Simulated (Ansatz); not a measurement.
Calculated quadrupolar parameters for BaTiO₃ at a changed volume

The cell is a measured structure from the Crystallography Open Database (COD), relaxed with PBE at fixed cell and then changed (volume scaled by 1.06, ions relaxed).

```xyz
5
Lattice="4.0846 0.0000 0.0000 0.0000 4.0846 0.0000 0.0000 0.0000 4.0846" Properties=species:S:1:pos:R:3 pbc="T T T"
Ba    2.0423    2.0423    2.0423
Ti    0.0000    0.0000    0.0000
O     2.0423    0.0000    0.0000
O     0.0000    2.0423    0.0000
O     0.0000    0.0000    2.0423
```

Sites (sets of like atoms) are named by element and the number of their first atom in this list.

Computed with Ansatz: DFT, PBE, plane waves and PAW, scalar-relativistic, 420 eV cutoff, Γ-centred 8×8×8 k-points, Fermi–Dirac smearing 0.02 eV.

Conventions: |V_zz| ≥ |V_yy| ≥ |V_xx|, η = (V_xx − V_yy)/V_zz, C_Q = eQV_zz/h. ν_Q = 3|C_Q|/[2I(2I − 1)].

¹³⁵Ba: I = 3/2, Q = 153.0 mb; ⁴⁹Ti: I = 7/2, Q = 247.0 mb; ¹⁷O: I = 5/2, Q = -25.58 mb. Nuclear quadrupole moments: year-2017 set (Pyykkö).

| site | atoms (order as listed) | first shell | C_Q (MHz) | η | ν_Q (MHz) |
| --- | --- | --- | --- | --- | --- |
| Ba | 1 | 12 O at 2.89 Å | 0 | – | 0 |
| Ti | 2 | 6 O at 2.04 Å | 0 | – | 0 |
| O | 3, 4, 5 | 2 Ti at 2.04 Å, angle 180°; also 4 Ba at 2.89 Å | -1.91 | 0.00 | 0.286 |

An axis of threefold or higher order runs through O, so V_zz lies along it and η is zero. Ba and Ti sit on a cubic site, where every gradient vanishes.

This high-symmetry form of BaTiO3 is unstable when cold, to polar off-centring of Ti. The symmetry of the cell holds that distortion back, wholly or in part, and it would change the field gradients, the more the larger the distortion. At this changed cell the PBE pressure is -7 GPa.

The relaxation (1 step) took 7.7 s of wall time (7.7 s of CPU time) and 0.45 GiB at its peak, on 1 thread of Arm Neoverse V1 (aarch64; 8 cores open to the job, memory cap 3.0 GiB, no GPU), a shared host with a load of 0.7 a core.
